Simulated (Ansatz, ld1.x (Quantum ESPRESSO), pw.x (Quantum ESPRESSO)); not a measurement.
From atom to crystal: ultrasoft potential for Ni

nickel (Ni), ultrasoft, made with ld1.x (Quantum ESPRESSO) 7.5 (PBEsol, scalar-relativistic). Core [Ne], reference 3s2 3p6 3d8 4s2 4p0. Waves: 3s (bound): rcut 1.00, rcutus 1.20 bohr; 4s (bound): rcut 1.00, rcutus 1.20 bohr; 3p (bound): rcut 1.10, rcutus 1.40 bohr; 4p (bound, empty): rcut 1.10, rcutus 1.40 bohr; 3d (bound): rcut 1.40, rcutus 1.65 bohr; 3d channel at 2.2 Ry: rcut 1.40, rcutus 1.65 bohr. Local part: all-electron potential smoothed inside 1.45 bohr (lloc = -1). Core correction: a·sin(br)/r model core inside 1.25 bohr. Augmentation charge: PSQ, inside the norm-conserving radii.

Crystal test: fcc Ni in pw.x 7.5, no spin, 16³ k-points, Fermi–Dirac smearing 0.01 Ry, cutoffs 120/900 Ry. The reference is all-electron LAPW (Ansatz 0.2.0) with the same functional, mesh and smearing; V0 and B0 come from Birch–Murnaghan fits to the pressures at five volumes. Errors are pseudo minus all-electron; Δ is the rms difference of the E(V) curves that follow from these fits, minima aligned, over ±6 % about the mean V0. Mesh and smearing are coarse, so the numbers serve the comparison and aren't converged zero-temperature values; the lattice is a test structure that the element need not adopt. Spin polarisation and strong correlation are left out, which matters for this element.

```
V (Å³/atom)  P all-electron (GPa)  P pseudo (GPa)
      9.887                 12.41           15.01
     10.147                  5.34            7.71
     10.407                 -0.77            1.37
     10.667                 -6.04           -4.05
     10.927                -10.59           -8.73
```

All-electron: a0 = 3.462 Å (V0 = 10.37 Å³/atom), B0 = 230.4 GPa.

Pseudopotential: mean pressure error (GPa): +2.19; a0 (Å): 3.473; a0 error (%): +0.31; B0 error (%): -1.5; Δ (meV/atom): 4.9.

At the middle volume, how do free energy and pressure move when the wave cutoff is lowered (ecutrho held at 900 Ry)?

| cutoff (Ry) | shift of F (meV/atom) | shift of P (GPa) |
| --- | --- | --- |
| 54 | +399.6 | -20.55 |
| 72 | +34.6 | -1.00 |
| 96 | +12.8 | -0.82 |

The run at the middle volume (145 k-points, 8 iterations) took about 53 s on one core of a shared host (Neoverse-V2, 32 threads, 247 GiB, load 10).
